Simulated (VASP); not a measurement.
# Settings for Al: band structure

Al, Im-3m (no. 229), 1 atom in the cell. RevPBE; PAW potentials Al (PBE set). VASP 6.6.1.

Wanted: band energies at the path's corners within 0.02 eV.

What the run is for: bands; Accuracy asked: standard; Route: KPOINTS_OPT.

Band energies at the path's corners: counted from the Fermi level of the mesh, whose own shifts they hold.

POSCAR:
```
Al
1.0
   -1.5912186900      1.5912186900      1.5912186900
    1.5912186900     -1.5912186900      1.5912186900
    1.5912186900      1.5912186900     -1.5912186900
Al
1
Direct
    0.0000000000      0.0000000000      0.0000000000
```

The series start from Plane-wave cutoff (eV): 280; Smearing width (eV): 0.07; k-point mesh: 13 × 13 × 13; Electronic threshold (eV): 1e-6; Precision mode (PREC): Accurate; Bands in all (NBANDS): 16; Aspherical gradient terms in the spheres (LASPH): yes. Each series keeps the choices made before it, and each single choice may use up half of a tolerance.

## Plane-wave cutoff (eV)

| Plane-wave cutoff (eV) | Band energies at the path's corners, largest deviation (eV) | Time (s) |
|---|---|---|
| 190 | 0.253 | 3.3 |
| 240 | 0.078 | 3.8 |
| 280 | 0.047 | 4.8 |
| 310 | 0.033 | 3.8 |
| 380 | 0.011 | 9.2 |
| 480 (reference) | 0.000 | 12 |

Chosen: 480; the next looser run is off by more than half of the tolerance, so convergence isn't shown beyond this value.

## Smearing width (eV)

| Smearing width (eV) | Band energies at the path's corners, largest deviation (eV) | Time (s) |
|---|---|---|
| 0.3 | 0.023 | 11 |
| 0.2 | 0.019 | 9.1 |
| 0.15 | 0.019 | 12 |
| 0.1 | 0.018 | 12 |
| 0.07 | 0.011 | 12 |
| 0.04 (reference) | 0.000 | 10 |

Chosen: 0.04; the next looser run is off by more than half of the tolerance, so convergence isn't shown beyond this value.

## k-point mesh

| k-point mesh | Band energies at the path's corners, largest deviation (eV) | Time (s) |
|---|---|---|
| 5 × 5 × 5 | 0.070 | 4.2 |
| 7 × 7 × 7 | 0.070 | 5.8 |
| 8 × 8 × 8 | 0.114 | 6.5 |
| 10 × 10 × 10 | 0.077 | 6.6 |
| 13 × 13 × 13 | 0.002 | 10 |
| 16 × 16 × 16 | 0.041 | 15 |
| 19 × 19 × 19 (reference) | 0.000 | 22 |

Chosen: 19 × 19 × 19; the next looser run is off by more than half of the tolerance, so convergence isn't shown beyond this value.

## Electronic threshold (eV)

| Electronic threshold (eV) | Band energies at the path's corners, largest deviation (eV) | Time (s) |
|---|---|---|
| 0.001 | 0.000 | 14 |
| 0.0001 | 0.000 | 17 |
| 1e-5 | 0.000 | 19 |
| 1e-6 | 0.000 | 22 |
| 1e-7 (reference) | 0.000 | 30 |

Chosen: 0.001, the loosest value from which every tighter one stays within half of the tolerance.

## Precision mode (PREC)

| Precision mode (PREC) | Band energies at the path's corners, largest deviation (eV) | Time (s) |
|---|---|---|
| SingleN | 0.001 | 9.6 |
| Normal | 0.000 | 8.7 |
| Accurate (reference) | 0.000 | 14 |

Chosen: SingleN.

## Bands in all (NBANDS)

| Bands in all (NBANDS) | Band energies at the path's corners, largest deviation (eV) | Time (s) |
|---|---|---|
| 7 | 0.000 | 2.9 |
| 8 | 0.000 | 4.2 |
| 9 | 0.000 | 3.9 |
| 11 | 0.000 | 4.0 |
| 16 | 0.000 | 9.6 |
| 26 (reference) | 0.000 | 8.9 |

Chosen: 7.

## Aspherical gradient terms in the spheres (LASPH)

| Aspherical gradient terms in the spheres (LASPH) | Band energies at the path's corners, largest deviation (eV) | Time (s) |
|---|---|---|
| yes | 0.000 | 2.9 |
| no | 0.000 | 3.5 |

Chosen: yes; no other choice that stays within half of the tolerance saves 30 % of the time.

## All choices together

| Input | Band energies at the path's corners, largest deviation (eV) | Time (s) |
|---|---|---|
| the program's defaults (naive) | 0.134 | 1.0 |
| chosen settings | 0.001 | 2.9 |
| reference settings throughout | 0.000 | 34 |

The chosen settings stay within the tolerance of the reference run, but the reference itself isn't shown to be converged in: Plane-wave cutoff (eV), Smearing width (eV), k-point mesh.

## The input

INCAR:
```
ALGO = Normal
EDIFF = 0.001
ENCUT = 480
GGA = RE
GGA_COMPAT = F
ISMEAR = 0
LASPH = T
LCHARG = F
LREAL = F
LWAVE = F
NBANDS = 7
NELM = 120
PREC = SingleN
SIGMA = 0.04
```

KPOINTS:
```
Automatic mesh
0
Gamma
  19 19 19
  0 0 0
```

KPOINTS_OPT:
```
path GHNGPH,PN
12
line-mode
reciprocal
 0.0000000000  0.0000000000  0.0000000000  G
 0.5000000000 -0.5000000000  0.5000000000  H

 0.5000000000 -0.5000000000  0.5000000000  H
 0.0000000000  0.0000000000  0.5000000000  N

 0.0000000000  0.0000000000  0.5000000000  N
 0.0000000000  0.0000000000  0.0000000000  G

 0.0000000000  0.0000000000  0.0000000000  G
 0.2500000000  0.2500000000  0.2500000000  P

 0.2500000000  0.2500000000  0.2500000000  P
 0.5000000000 -0.5000000000  0.5000000000  H

 0.2500000000  0.2500000000  0.2500000000  P
 0.0000000000  0.0000000000  0.5000000000  N
```

Commands:
```
cat potpaw_PBE.64/Al/POTCAR > POTCAR
mpirun -np 1 vasp_std > vasp.out
```

The chosen input took VASP 6.6.1 2.9 s on 1 core (Intel Xeon 6975P-C (Granite Rapids)), a shared host.

## An input that fails: fixed density asked without a density file

VASP's message: ERROR: charge density could not be read from file CHGCAR for ICHARG>10.

Changes against the starting input:
```
- NELM = 120
+ NELM = 79
+ ICHARG = 11
```
